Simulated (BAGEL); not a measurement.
# C3H6O2 (propionic acid) at PBE0/6-31G(d) (density fitting with cc-pvqz-jkfit, spherical functions)

What is the energy change on altering one bond length of C3H6O2 (propionic acid) at PBE0/6-31G* (density fitting with cc-pvqz-jkfit, spherical functions)? 

Program for the calculation: BAGEL 1.2.2.

1 further run of the same task is left out (set aside as unsound or not needed).

### 1 Starting point

C3H6O2: 11 atoms, total charge 0, spin state singlet. SMILES: `CCC(=O)O`. The shape is that of a PBE0-D4/def2-TZVP optimisation. This is one conformer, not always the lowest.

Bond lengths: C1–C2 1.514 Å, C2–C3 1.501 Å, C3–O4 1.201 Å, C3–O5 1.346 Å, C1–H6 1.091 Å, C1–H7 1.091 Å, C1–H8 1.091 Å, C2–H9 1.095 Å, C2–H10 1.095 Å, O5–H11 0.967 Å. Some angles: C1–C2–C3 113.0°, C2–C3–O4 126.0°, C2–C3–O5 111.6°, O4–C3–O5 122.4°, C1–C2–H9 111.8°, C1–C2–H10 111.8°, C3–C2–H9 107.3°, C3–C2–H10 107.3°, C2–C1–H6 111.0°, C2–C1–H7 111.0°.

### 2 The energy at PBE0/6-31G(d) (density fitting with cc-pvqz-jkfit, spherical functions)

The input, input.json:

```json
{ "bagel": [

{
  "title": "molecule",
  "basis": "6-31gs.json",
  "df_basis": "cc-pvqz-jkfit",
  "angstrom": "true",
  "geometry": [
    { "atom": "C", "xyz": [   -0.783540,    1.128090,    0.546590 ] },
    { "atom": "C", "xyz": [    0.341270,    0.117580,    0.477050 ] },
    { "atom": "C", "xyz": [    0.234880,   -0.799450,   -0.706330 ] },
    { "atom": "O", "xyz": [   -0.627890,   -0.777290,   -1.540880 ] },
    { "atom": "O", "xyz": [    1.247060,   -1.686370,   -0.738830 ] },
    { "atom": "H", "xyz": [   -1.752370,    0.631450,    0.613470 ] },
    { "atom": "H", "xyz": [   -0.800920,    1.756460,   -0.344810 ] },
    { "atom": "H", "xyz": [   -0.664880,    1.771580,    1.419910 ] },
    { "atom": "H", "xyz": [    1.320940,    0.603390,    0.424350 ] },
    { "atom": "H", "xyz": [    0.378780,   -0.510780,    1.372740 ] },
    { "atom": "H", "xyz": [    1.106680,   -2.234670,   -1.523290 ] }
  ]
},
{ "title": "ks", "xc_func": "pbe0" },
{ "title": "print", "file": "orbitals.molden", "orbitals": "true" }

]}
```

The basis set 6-31G* is read from a file made from the Basis Set Exchange's data (not shown).

Run with:

```sh
BAGEL_NUM_THREADS=1 BAGEL input.json > input.out
```

Log:

```text
* using 1 threads per process

  ===============================================================
  ===============================================================

  *** Geometry ***

  { "atom" : "C", "xyz" : [     -1.480676,      2.131781,      1.032905 ] },
  { "atom" : "C", "xyz" : [      0.644907,      0.222194,      0.901494 ] },
  { "atom" : "C", "xyz" : [      0.443859,     -1.510742,     -1.334770 ] },
  { "atom" : "O", "xyz" : [     -1.186540,     -1.468865,     -2.911841 ] },
  { "atom" : "O", "xyz" : [      2.356602,     -3.186777,     -1.396186 ] },
  { "atom" : "H", "xyz" : [     -3.311499,      1.193268,      1.159290 ] },
  { "atom" : "H", "xyz" : [     -1.513519,      3.319228,     -0.651596 ] },
  { "atom" : "H", "xyz" : [     -1.256441,      3.347801,      2.683241 ] },
  { "atom" : "H", "xyz" : [      2.496215,      1.140242,      0.801905 ] },
  { "atom" : "H", "xyz" : [      0.715790,     -0.965234,      2.594103 ] },
  { "atom" : "H", "xyz" : [      2.091322,     -4.222914,     -2.878601 ] },

  Number of auxiliary basis functions:      836

  Since a DF basis is specified, we compute 2- and 3-index integrals:
    o Being stored without compression. Storage requirement is 0.045 GB

  Number of basis functions:       82
  Number of electrons      :       40

    * METHOD: MOLECULE                             0.71

  *** Kohn-Sham DFT ***

    * Removing 22373 points whose weight is below 1.00e-10
    * Grid points: 141593

  === Nuclear Repulsion ===
   179.1587374446

       - DIIS with orbital gradients will be used.

  === KS iteration (pbe0 / 6-31gs.json) ===
      0       -222.29719338          0.15151281           0.42
      1       -154.58143560          0.22117109           0.41
      2       -153.19248115          0.18596073           0.41
      3       -221.70735728          0.24428783           0.41
      4       -267.11163135          0.04871389           0.41
      5       -263.12626775          0.08180497           0.40
      6       -267.31151231          0.04058291           0.40
      7       -267.67368733          0.02688528           0.41
      8       -267.98169573          0.01550990           0.41
      9       -268.08609592          0.00349541           0.41
     10       -268.09049517          0.00187833           0.41
     11       -268.09186699          0.00025818           0.41
     12       -268.09187990          0.00017010           0.41
     13       -268.09189197          0.00003878           0.41
     14       -268.09189217          0.00003182           0.41
     15       -268.09189261          0.00000309           0.41
     16       -268.09189262          0.00000101           0.41
     17       -268.09189262          0.00000017           0.41
     18       -268.09189262          0.00000007           0.41
     19       -268.09189262          0.00000006           0.41
     20       -268.09189262          0.00000001           0.41
    * SCF iteration converged.

    * Permanent dipole moment:
           (   -0.437136,     0.051806,    -0.374765) a.u.

    * METHOD: KS                                   9.37

    * METHOD: PRINT                                0.01

  ===============================================================
```

Run time: 11 s. Hardware: 1 thread of Arm Neoverse V2, shared host; peak memory 0.55 GiB.

### 3 The distorted shape at the same level

The input, input.json:

```json
{ "bagel" : [

{
  "title" : "molecule",
  "basis" : "6-31gs.json",
  "df_basis" : "cc-pvqz-jkfit",
  "angstrom" : true,
  "geometry" : [
    { "atom" : "C", "xyz" : [   -1.593270,    1.837614,    0.572590 ] },
    { "atom" : "C", "xyz" : [   -0.468460,    0.827104,    0.503050 ] },
    { "atom" : "C", "xyz" : [   -0.574850,   -0.089926,   -0.680330 ] },
    { "atom" : "O", "xyz" : [   -1.437620,   -0.067766,   -1.514880 ] },
    { "atom" : "O", "xyz" : [    1.247060,   -1.686370,   -0.738830 ] },
    { "atom" : "H", "xyz" : [   -2.562100,    1.340974,    0.639470 ] },
    { "atom" : "H", "xyz" : [   -1.610650,    2.465984,   -0.318810 ] },
    { "atom" : "H", "xyz" : [   -1.474610,    2.481104,    1.445910 ] },
    { "atom" : "H", "xyz" : [    0.511210,    1.312914,    0.450350 ] },
    { "atom" : "H", "xyz" : [   -0.430950,    0.198744,    1.398740 ] },
    { "atom" : "H", "xyz" : [    1.106680,   -2.234670,   -1.523290 ] }
  ]
},
{ "title" : "ks", "xc_func" : "pbe0" },
{ "title" : "print", "file" : "orbitals.molden", "orbitals" : true }

]}
```

The basis set 6-31G* is read from a file made from the Basis Set Exchange's data (not shown).

Run with:

```sh
BAGEL_NUM_THREADS=1 BAGEL input.json > input.out
```

Log:

```text
* using 1 threads per process

  ===============================================================
  ===============================================================

  *** Geometry ***

  { "atom" : "C", "xyz" : [     -3.010844,      3.472587,      1.082038 ] },
  { "atom" : "C", "xyz" : [     -0.885261,      1.563000,      0.950627 ] },
  { "atom" : "C", "xyz" : [     -1.086309,     -0.169936,     -1.285637 ] },
  { "atom" : "O", "xyz" : [     -2.716708,     -0.128059,     -2.862708 ] },
  { "atom" : "O", "xyz" : [      2.356602,     -3.186777,     -1.396186 ] },
  { "atom" : "H", "xyz" : [     -4.841667,      2.534074,      1.208423 ] },
  { "atom" : "H", "xyz" : [     -3.043687,      4.660034,     -0.602464 ] },
  { "atom" : "H", "xyz" : [     -2.786609,      4.688607,      2.732374 ] },
  { "atom" : "H", "xyz" : [      0.966047,      2.481048,      0.851038 ] },
  { "atom" : "H", "xyz" : [     -0.814377,      0.375572,      2.643236 ] },
  { "atom" : "H", "xyz" : [      2.091322,     -4.222914,     -2.878601 ] },

  Number of auxiliary basis functions:      836

  Since a DF basis is specified, we compute 2- and 3-index integrals:
    o Being stored without compression. Storage requirement is 0.045 GB

  Number of basis functions:       82
  Number of electrons      :       40

    * METHOD: MOLECULE                             0.77

  *** Kohn-Sham DFT ***

    * Removing 20706 points whose weight is below 1.00e-10
    * Grid points: 143260

  === Nuclear Repulsion ===
   158.6150326599

       - DIIS with orbital gradients will be used.

  === KS iteration (pbe0 / 6-31gs.json) ===
      0       -227.31423856          0.14306055           0.43
      1       -176.64180989          0.17410386           0.42
      2       -210.74763874          0.15128435           0.43
      3       -225.76278726          0.23284604           0.43
      4       -266.28865437          0.05681760           0.42
      5       -263.08967135          0.06452697           0.43
      6       -266.80570767          0.04445902           0.42
      7       -267.68515358          0.02095594           0.41
      8       -267.81519657          0.01264783           0.43
      9       -267.89831351          0.00664067           0.42
     10       -267.92445229          0.00393644           0.42
     11       -267.93220726          0.00135213           0.42
     12       -267.93315941          0.00042700           0.41
     13       -267.93325771          0.00005541           0.42
     14       -267.93325920          0.00003332           0.41
     15       -267.93325941          0.00002527           0.42
     16       -267.93325977          0.00000244           0.42
     17       -267.93325978          0.00000212           0.41
     18       -267.93325978          0.00000141           0.41
     19       -267.93325979          0.00000052           0.42
     20       -267.93325979          0.00000043           0.42
     21       -267.93325979          0.00000010           0.42
     22       -267.93325979          0.00000005           0.42
     23       -267.93325979          0.00000001           0.41
    * SCF iteration converged.

    * Permanent dipole moment:
           (    0.839774,    -1.167801,    -0.534316) a.u.

    * METHOD: KS                                  10.82

    * METHOD: PRINT                                0.01

  ===============================================================
```

Run time: 12 s. Hardware: 1 thread of Arm Neoverse V2, shared host; peak memory 0.55 GiB.

### 4 Outcome

Level: PBE0/6-31G* (density fitting with cc-pvqz-jkfit, spherical functions).

```
                                                         quantity          value
                                        first shape: total energy  -268.09189 Eh
                                       first shape: dipole moment         1.47 D
                                         first shape: HOMO energy       -7.77 eV
                                         first shape: LUMO energy        0.70 eV
                                       first shape: HOMO–LUMO gap        8.47 eV
                                    distorted shape: total energy  -267.93326 Eh
                                   distorted shape: dipole moment         3.90 D
                                     distorted shape: HOMO energy       -6.41 eV
                                     distorted shape: LUMO energy       -2.51 eV
                                   distorted shape: HOMO–LUMO gap        3.91 eV
energy change with the C3–O5 bond stretched from 1.346 to 2.423 Å       4.317 eV
```

What this shows: One bond (distorted shape) is far stretched, which a spin-restricted single reference describes badly; a broken-symmetry solution may lie lower. With the C3–O5 bond stretched from 1.346 to 2.423 Å the energy rises by 4.32 eV (416 kJ/mol). The first shape isn't relaxed at this level, so the change isn't measured from a minimum. A restricted reference can't describe the breaking bond well at this length.
